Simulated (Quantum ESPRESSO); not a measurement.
# NiO (Fm-3m) in Quantum ESPRESSO: notebook

Runs on NiO. Level: vdW-DF-C09. Tasks: single point, equation of state.

Everything below comes from runs of Quantum ESPRESSO 7.5. Logs are shortened: lines on timing, memory, paths and dates and some standing lists are left out, and cuts for length are marked.

### 1 The crystal as given

The structure is cubic, space group Fm-3m (No. 225). Conventional cell: a = 4.172 Å, b = 4.172 Å, c = 4.172 Å, α = 90.00°, β = 90.00°, γ = 90.00°. Ni (site symmetry m-3m) has 6 O at 2.09 Å as nearest neighbours. Around O (site symmetry m-3m) lie 6 Ni at 2.09 Å.

### 2 Single point, vdW-DF-C09, collinear spin, ferromagnetic start, 8.53 Å³/atom

pw.in reads:

```
&CONTROL
  calculation = 'scf'
  prefix = 'pwscf'
  outdir = './tmp'
  pseudo_dir = './pseudo'
  tprnfor = .true.
  tstress = .true.
  disk_io = 'nowf'
/
&SYSTEM
  ibrav = 0
  nat = 2
  ntyp = 2
  ecutwfc = 98
  nbnd = 22
  input_dft = 'vdw-df-c09'
  occupations = 'smearing'
  smearing = 'fd'
  degauss = 0.00367493
  nspin = 2
  starting_magnetization(1) = 0.0556
  starting_magnetization(2) = 0
/
&ELECTRONS
  conv_thr = 4d-10
  electron_maxstep = 120
  mixing_beta = 0.3
/
ATOMIC_SPECIES
Ni    58.6934 Ni.upf
O     15.9990 O.upf
CELL_PARAMETERS angstrom
   0.0000000000    2.0433202721    2.0433202721
   2.0433202721    0.0000000000    2.0433202721
   2.0433202721    2.0433202721    0.0000000000
ATOMIC_POSITIONS crystal
Ni     0.0000000000    0.0000000000    0.0000000000
O      0.5000000000    0.5000000000    0.5000000000
K_POINTS automatic
9 9 9 0 0 0
```

Potentials or basis: PseudoDojo 0.4.1 SR PBE standard.

Started as:

```sh
$ OMP_NUM_THREADS=1 pw.x -in pw.in > pw.out
```

pw.out:

```text
This program is part of the open-source Quantum ESPRESSO suite
     for quantum simulation of materials; please cite
         "P. Giannozzi et al., J. Phys.:Condens. Matter 21 395502 (2009);
         "P. Giannozzi et al., J. Phys.:Condens. Matter 29 465901 (2017);
         "P. Giannozzi et al., J. Chem. Phys. 152 154105 (2020);
     in publications or presentations arising from this work. More details at

     IMPORTANT: XC functional enforced from input :
     Exchange-correlation= VDW-DF-C09
                           (   1   4  16   0   1   0   0)
     Any further DFT definition will be discarded
     Please, verify this is what you really want

     Message from routine setup:
     using ibrav=0 with symmetry is DISCOURAGED, use correct ibrav instead

     G-vector sticks info
     --------------------
     sticks:   dense  smooth     PW     G-vecs:    dense   smooth      PW
     Sum         805     805    253                15089    15089    2637

     Using Slab Decomposition

     bravais-lattice index     =            0
     lattice parameter (alat)  =       5.4607  a.u.
     unit-cell volume          =     115.1426 (a.u.)^3
     number of atoms/cell      =            2
     number of atomic types    =            2
     number of electrons       =        24.00
     number of Kohn-Sham states=           22
     kinetic-energy cutoff     =      98.0000  Ry
     charge density cutoff     =     392.0000  Ry
     scf convergence threshold =      4.0E-10
     mixing beta               =       0.3000
     number of iterations used =            8  plain     mixing
     Exchange-correlation= VDW-DF-C09
                           (   1   4  16   0   1   0   0)

     celldm(1)=   5.460725  celldm(2)=   0.000000  celldm(3)=   0.000000
     celldm(4)=   0.000000  celldm(5)=   0.000000  celldm(6)=   0.000000

     crystal axes: (cart. coord. in units of alat)
               a(1) = (   0.000000   0.707107   0.707107 )
               a(2) = (   0.707107   0.000000   0.707107 )
               a(3) = (   0.707107   0.707107   0.000000 )

     reciprocal axes: (cart. coord. in units 2 pi/alat)
               b(1) = ( -0.707107  0.707107  0.707107 )
               b(2) = (  0.707107 -0.707107  0.707107 )
               b(3) = (  0.707107  0.707107 -0.707107 )

     PseudoPot. # 1 for Ni read from file:
     Ni.upf
     Pseudo is Norm-conserving + core correction, Zval = 18.0
     Generated using ONCVPSP code by D. R. Hamann
     Using radial grid of 1372 points,  6 beta functions with:
                l(1) =   0
                l(2) =   0
                l(3) =   1
                l(4) =   1
                l(5) =   2
                l(6) =   2

     PseudoPot. # 2 for O  read from file:
     O.upf
     Pseudo is Norm-conserving + core correction, Zval =  6.0
     Generated using ONCVPSP code by D. R. Hamann
     Using radial grid of  936 points,  5 beta functions with:
                l(1) =   0
                l(2) =   0
                l(3) =   1
                l(4) =   1
                l(5) =   2

     atomic species   valence    mass     pseudopotential
     Ni               18.00    58.69340     Ni( 1.00)
     O                 6.00    15.99900     O ( 1.00)

     Starting magnetic structure
     atomic species   magnetization
     Ni              0.056
     O               0.000

     48 Sym. Ops., with inversion, found

   Cartesian axes

     site n.     atom                  positions (alat units)
         1        Ni     tau(   1) = (   0.0000000   0.0000000   0.0000000  )
         2        O      tau(   2) = (   0.7071068   0.7071068   0.7071068  )

     number of k points=    35  Fermi-Dirac smearing, width (Ry)=  0.0037
                       cart. coord. in units 2pi/alat
        k(    1) = (   0.0000000   0.0000000   0.0000000), wk =   0.0013717
        k(    2) = (   0.0785674   0.0785674  -0.0785674), wk =   0.0109739
        k(    3) = (   0.1571348   0.1571348  -0.1571348), wk =   0.0109739
        k(    4) = (   0.2357023   0.2357023  -0.2357023), wk =   0.0109739
[... 50 lines left out ...]

          k = 0.0000 0.0000 0.0000 (  1917 PWs)   bands (ev):

   -87.5866 -48.0867 -48.0867 -48.0867  -5.1885  12.4635  12.4635  12.4635
    13.3479  13.3479  13.4740  13.4740  13.4740  17.7938  33.9191  35.3344
    35.3344  35.3344  39.3398  39.3398  39.3398  42.5640

          k = 0.0786 0.0786-0.0786 (  1880 PWs)   bands (ev):

   -87.5862 -48.0917 -48.0873 -48.0873  -5.0328  11.4029  11.6888  11.6888
    13.5557  13.5557  13.7752  14.1989  14.1989  18.5960  31.7068  34.8862
    34.8862  36.3976  38.3413  38.3413  40.9010  44.6651
[... 169 lines left out ...]
          k =-0.0786-0.3928 0.5500 (  1874 PWs)   bands (ev):

   -87.5815 -48.1196 -48.1102 -48.0985  -3.4976   8.3049   9.2251   9.8561
    14.0142  14.3418  14.7021  14.9272  15.7559  25.1673  25.3898  27.1924
    31.2007  37.7392  39.7452  46.2637  47.2520  48.3246

          k = 0.0000-0.3143 0.4714 (  1873 PWs)   bands (ev):

   -87.5820 -48.1186 -48.1079 -48.0958  -3.6245   8.1167   9.6277   9.8181
    14.0967  14.1597  14.7613  14.7995  16.1780  24.1597  26.4657  27.1363
    31.4847  37.7542  39.9101  44.7627  46.8221  48.6289

          k =-0.0786-0.5500 0.7071 (  1872 PWs)   bands (ev):

   -87.5813 -48.1230 -48.1053 -48.1024  -3.5694   8.4134  10.3019  10.3308
    13.2144  14.1624  14.6810  14.6998  14.8408  23.3084  26.7150  27.8746
    32.0789  34.6392  43.9263  46.6005  48.7126  49.2648
[... 7 lines left out ...]
          k =-0.0786-0.3928 0.7071 (  1888 PWs)   bands (ev):

   -87.5813 -48.1173 -48.1121 -48.1021  -3.4762   8.7397   9.3804   9.6459
    14.1088  14.1971  14.5532  14.7025  15.3430  24.8538  26.5051  27.0221
    30.4018  37.7629  39.6336  47.4397  48.2672  48.7439

 ------ SPIN DOWN ----------

          k = 0.0000 0.0000 0.0000 (  1917 PWs)   bands (ev):

   -86.7013 -47.1391 -47.1391 -47.1391  -4.9575  12.7407  12.7407  12.7407
    14.0141  14.0141  14.0141  14.6964  14.6964  17.9839  33.9024  35.4948
    35.4948  35.4948  39.5837  39.5837  39.5837  42.9172

          k = 0.0786 0.0786-0.0786 (  1880 PWs)   bands (ev):

   -86.7008 -47.1444 -47.1398 -47.1398  -4.7995  11.6830  12.1728  12.1728
    14.1618  14.1618  14.2923  15.2864  15.2864  18.8003  31.8098  35.0564
    35.0564  36.4882  38.5882  38.5882  41.0997  44.9991
[... 169 lines left out ...]
          k =-0.0786-0.3928 0.5500 (  1874 PWs)   bands (ev):

   -86.6959 -47.1736 -47.1638 -47.1514  -3.2233   8.5372   9.5092  10.3522
    14.6980  14.9289  15.3186  16.0781  16.9196  25.3580  25.6525  27.3793
    31.3903  37.9074  39.8801  46.4103  47.4618  48.6107

          k = 0.0000-0.3143 0.4714 (  1873 PWs)   bands (ev):

   -86.6964 -47.1725 -47.1613 -47.1487  -3.3566   8.3858   9.8737  10.3576
    14.6506  15.0345  15.3273  15.8236  17.3278  24.3923  26.6787  27.3182
    31.6791  37.8896  40.0884  44.9089  47.0029  48.9338

          k =-0.0786-0.5500 0.7071 (  1872 PWs)   bands (ev):

   -86.6957 -47.1771 -47.1585 -47.1556  -3.2904   8.6271  10.5881  10.6848
    13.6875  15.2274  15.3010  15.5610  16.1383  23.5455  26.9144  28.0765
    32.2881  34.8316  44.0416  46.9212  49.0216  49.3337
[... 7 lines left out ...]
          k =-0.0786-0.3928 0.7071 (  1888 PWs)   bands (ev):

   -86.6957 -47.1712 -47.1657 -47.1552  -3.1979   8.9768   9.6124  10.0863
    14.6405  14.9435  15.3017  15.7443  16.5524  25.1273  26.6976  27.2173
    30.5915  37.9210  39.7798  47.7802  48.5241  48.8227

     the Fermi energy is    15.9351 ev

!    total energy              =    -368.16292621 Ry
     estimated scf accuracy    <          2.5E-10 Ry
     smearing contrib. (-TS)   =      -0.00094561 Ry
     internal energy E=F+TS    =    -368.16198060 Ry

     The total energy is F=E-TS. E is the sum of the following terms:
     one-electron contribution =    -178.21947518 Ry
     hartree contribution      =     105.04207666 Ry
     xc contribution           =     -50.77602769 Ry
     ewald contribution        =    -244.20855438 Ry

     total magnetization       =     0.99 Bohr mag/cell
     absolute magnetization    =     0.99 Bohr mag/cell

     convergence has been achieved in  14 iterations

     Forces acting on atoms (cartesian axes, Ry/au):

     atom    1 type  1   force =    -0.00000000    0.00000000   -0.00000000
     atom    2 type  2   force =    -0.00000000    0.00000000   -0.00000000

     Total force =     0.000000     Total SCF correction =     0.000000

     Computing stress (Cartesian axis) and pressure

          total   stress  (Ry/bohr**3)                   (kbar)     P=       26.55
   0.00018047  -0.00000000   0.00000000           26.55       -0.00        0.00
  -0.00000000   0.00018047  -0.00000000           -0.00       26.55       -0.00
   0.00000000  -0.00000000   0.00018047            0.00       -0.00       26.55

=------------------------------------------------------------------------------=
   JOB DONE.
=------------------------------------------------------------------------------=
```

It took 2 min on 1 thread of Intel Xeon Platinum 8275CL at 3.00GHz (Skylake/Cascade Lake), shared host; peak memory 0.13 GiB.

What came out:

```
Free energy                                           : -5009.1118 eV
Pressure                                              : 2.7 GPa
Band gap on the k mesh                                : none (metal or under the smearing width)
Net moment                                            : 0.99 μB per cell
Absolute moment                                       : 0.99 μB per cell
Site moments                                          : Ni +0.81; O +0.14 μB
Valence electrons inside the program's atomic spheres : Ni 15.64; O 5.58
```

Caveat: the potentials were made for another functional, which shifts forces and pressure; a cell with one magnetic atom can't hold antiferromagnetic order, which such compounds often take; semilocal functionals often make such compounds metallic where correlation or magnetic order opens a gap, which also shifts bond lengths.

### 3 Single point, vdW-DF-C09, collinear spin, ferromagnetic start, 8.71 Å³/atom

pw.in: that of step 2 with these lines changed.

```diff
@@ -32,5 +32,5 @@
 CELL_PARAMETERS angstrom
-   0.0000000000    2.0433202721    2.0433202721
-   2.0433202721    0.0000000000    2.0433202721
-   2.0433202721    2.0433202721    0.0000000000
+   0.0000000000    2.0577103256    2.0577103256
+   2.0577103256    0.0000000000    2.0577103256
+   2.0577103256    2.0577103256    0.0000000000
 ATOMIC_POSITIONS crystal
```

Potentials or basis: PseudoDojo 0.4.1 SR PBE standard.

Started as:

```sh
$ OMP_NUM_THREADS=1 pw.x -in pw.in > pw.out
```

It took 2 min on 1 thread of Intel Xeon Platinum 8275CL at 3.00GHz (Skylake/Cascade Lake), shared host; peak memory 0.13 GiB.

Results (log left out):

- Free energy: -5009.1125 eV
- Pressure: -2.0 GPa
- Band gap on the k mesh: none (metal or under the smearing width)
- Net moment: 1.04 μB per cell
- Absolute moment: 1.04 μB per cell
- Site moments: Ni +0.86; O +0.15 μB
- Valence electrons inside the program's atomic spheres: Ni 15.66; O 5.59

Caveat: the potentials were made for another functional, which shifts forces and pressure; a cell with one magnetic atom can't hold antiferromagnetic order, which such compounds often take; semilocal functionals often make such compounds metallic where correlation or magnetic order opens a gap, which also shifts bond lengths.

### 4 Single point, vdW-DF-C09, collinear spin, ferromagnetic start, 8.89 Å³/atom

pw.in: that of step 3 with these lines changed.

```diff
@@ -32,5 +32,5 @@
 CELL_PARAMETERS angstrom
-   0.0000000000    2.0577103256    2.0577103256
-   2.0577103256    0.0000000000    2.0577103256
-   2.0577103256    2.0577103256    0.0000000000
+   0.0000000000    2.0719018797    2.0719018797
+   2.0719018797    0.0000000000    2.0719018797
+   2.0719018797    2.0719018797    0.0000000000
 ATOMIC_POSITIONS crystal
```

Started as:

```sh
$ OMP_NUM_THREADS=1 pw.x -in pw.in > pw.out
```

It took 2 min on 1 thread of Intel Xeon Platinum 8275CL at 3.00GHz (Skylake/Cascade Lake), shared host; peak memory 0.13 GiB.

Results (log left out):

| Item | Value |
| --- | --- |
| Free energy | -5009.1033 eV |
| Pressure | -6.1 GPa |
| Band gap on the k mesh | none (metal or under the smearing width) |
| Net moment | 1.10 μB per cell |
| Absolute moment | 1.10 μB per cell |
| Site moments | Ni +0.90; O +0.16 μB |
| Valence electrons inside the program's atomic spheres | Ni 15.68; O 5.61 |

Caveat: the potentials were made for another functional, which shifts forces and pressure; a cell with one magnetic atom can't hold antiferromagnetic order, which such compounds often take; semilocal functionals often make such compounds metallic where correlation or magnetic order opens a gap, which also shifts bond lengths.

### 5 Single point, vdW-DF-C09, collinear spin, ferromagnetic start, 9.08 Å³/atom

pw.in: that of step 4 with these lines changed.

```diff
@@ -32,5 +32,5 @@
 CELL_PARAMETERS angstrom
-   0.0000000000    2.0719018797    2.0719018797
-   2.0719018797    0.0000000000    2.0719018797
-   2.0719018797    2.0719018797    0.0000000000
+   0.0000000000    2.0859016414    2.0859016414
+   2.0859016414    0.0000000000    2.0859016414
+   2.0859016414    2.0859016414    0.0000000000
 ATOMIC_POSITIONS crystal
```

Started as:

```sh
$ OMP_NUM_THREADS=1 pw.x -in pw.in > pw.out
```

Run time: 2.1 min. Hardware: 1 thread of Intel Xeon Platinum 8275CL at 3.00GHz (Skylake/Cascade Lake), shared host; peak memory 0.13 GiB.

Results (log left out):

```
Free energy                                           : -5009.0856 eV
Pressure                                              : -9.4 GPa
Band gap on the k mesh                                : none (metal or under the smearing width)
Net moment                                            : 1.22 μB per cell
Absolute moment                                       : 1.22 μB per cell
Site moments                                          : Ni +1.00; O +0.18 μB
Valence electrons inside the program's atomic spheres : Ni 15.70; O 5.63
```

Caveat: the potentials were made for another functional, which shifts forces and pressure; a cell with one magnetic atom can't hold antiferromagnetic order, which such compounds often take; semilocal functionals often make such compounds metallic where correlation or magnetic order opens a gap, which also shifts bond lengths.

### 6 Single point, vdW-DF-C09, collinear spin, ferromagnetic start, 9.26 Å³/atom

pw.in: that of step 5 with these lines changed.

```diff
@@ -32,5 +32,5 @@
 CELL_PARAMETERS angstrom
-   0.0000000000    2.0859016414    2.0859016414
-   2.0859016414    0.0000000000    2.0859016414
-   2.0859016414    2.0859016414    0.0000000000
+   0.0000000000    2.0997159621    2.0997159621
+   2.0997159621    0.0000000000    2.0997159621
+   2.0997159621    2.0997159621    0.0000000000
 ATOMIC_POSITIONS crystal
```

Potentials or basis: PseudoDojo 0.4.1 SR PBE standard.

Started as:

```sh
$ OMP_NUM_THREADS=1 pw.x -in pw.in > pw.out
```

Wall time 2.5 min (1 thread of Intel Xeon Platinum 8275CL at 3.00GHz (Skylake/Cascade Lake), shared host); peak memory 0.14 GiB.

Results (log left out):

```yaml
Free_energy: -5009.0625 eV
Pressure: -10.4 GPa
Band_gap_on_the_k_mesh: none (metal or under the smearing width)
Net_moment: 1.56 μB per cell
Absolute_moment: 1.57 μB per cell
Site_moments: Ni +1.26; O +0.26 μB
Valence_electrons_inside_the_program's_atomic_spheres: Ni 15.70; O 5.66
```

Caveat: the potentials were made for another functional, which shifts forces and pressure; a cell with one magnetic atom can't hold antiferromagnetic order, which such compounds often take; semilocal functionals often make such compounds metallic where correlation or magnetic order opens a gap, which also shifts bond lengths.

### 7 Single point, vdW-DF-C09, collinear spin, ferromagnetic start, 9.44 Å³/atom

pw.in: that of step 6 with these lines changed.

```diff
@@ -32,5 +32,5 @@
 CELL_PARAMETERS angstrom
-   0.0000000000    2.0997159621    2.0997159621
-   2.0997159621    0.0000000000    2.0997159621
-   2.0997159621    2.0997159621    0.0000000000
+   0.0000000000    2.1133508634    2.1133508634
+   2.1133508634    0.0000000000    2.1133508634
+   2.1133508634    2.1133508634    0.0000000000
 ATOMIC_POSITIONS crystal
```

Started as:

```sh
$ OMP_NUM_THREADS=1 pw.x -in pw.in > pw.out
```

Run time: 2.6 min. Hardware: 1 thread of Intel Xeon Platinum 8275CL at 3.00GHz (Skylake/Cascade Lake), shared host; peak memory 0.14 GiB.

It converged, with:

| Quantity | Value |
| --- | --- |
| Free energy | -5009.0368 eV |
| Pressure | -12.6 GPa |
| Band gap on the k mesh | none (metal or under the smearing width) |
| Net moment | 1.68 μB per cell |
| Absolute moment | 1.69 μB per cell |
| Site moments | Ni +1.35; O +0.29 μB |
| Valence electrons inside the program's atomic spheres | Ni 15.72; O 5.68 |

Caveat: the potentials were made for another functional, which shifts forces and pressure; a cell with one magnetic atom can't hold antiferromagnetic order, which such compounds often take; semilocal functionals often make such compounds metallic where correlation or magnetic order opens a gap, which also shifts bond lengths.

### 8 Single point, vdW-DF-C09, collinear spin, ferromagnetic start, 9.62 Å³/atom

pw.in: that of step 7 with these lines changed.

```diff
@@ -32,5 +32,5 @@
 CELL_PARAMETERS angstrom
-   0.0000000000    2.1133508634    2.1133508634
-   2.1133508634    0.0000000000    2.1133508634
-   2.1133508634    2.1133508634    0.0000000000
+   0.0000000000    2.1268120599    2.1268120599
+   2.1268120599    0.0000000000    2.1268120599
+   2.1268120599    2.1268120599    0.0000000000
 ATOMIC_POSITIONS crystal
```

Started as:

```sh
$ OMP_NUM_THREADS=1 pw.x -in pw.in > pw.out
```

Run time: 2.7 min. Hardware: 1 thread of Intel Xeon Platinum 8275CL at 3.00GHz (Skylake/Cascade Lake), shared host; peak memory 0.14 GiB.

The run converged. Its results:

```yaml
Free_energy: -5009.0054 eV
Pressure: -15.2 GPa
Band_gap_on_the_k_mesh: none (metal or under the smearing width)
Net_moment: 1.72 μB per cell
Absolute_moment: 1.74 μB per cell
Site_moments: Ni +1.38; O +0.30 μB
Valence_electrons_inside_the_program's_atomic_spheres: Ni 15.74; O 5.69
```

Caveat: the potentials were made for another functional, which shifts forces and pressure; a cell with one magnetic atom can't hold antiferromagnetic order, which such compounds often take; semilocal functionals often make such compounds metallic where correlation or magnetic order opens a gap, which also shifts bond lengths.

### 9 Equation of state, vdW-DF-C09, collinear spin, ferromagnetic start

Potentials or basis: PseudoDojo 0.4.1 SR PBE standard.

No new run: the results of the series are fitted here.

What came out:

```
Equilibrium volume : 8.63 Å³/atom (rough: see the caveat)
Bulk modulus       : 229 GPa (rough)
```

Energy against volume, from the lowest point:
| volume (Å³/atom) | energy (meV/atom) |
| --- | --- |
| 8.531 | 0.34 |
| 8.713 | 0.00 |
| 8.894 | 4.60 |
| 9.076 | 13.44 |
| 9.257 | 24.98 |
| 9.439 | 37.83 |
| 9.620 | 53.56 |

Caveat: the potentials were made for another functional, which shifts forces and pressure; the fit is doubtful: noisy points or a state that changes with volume.
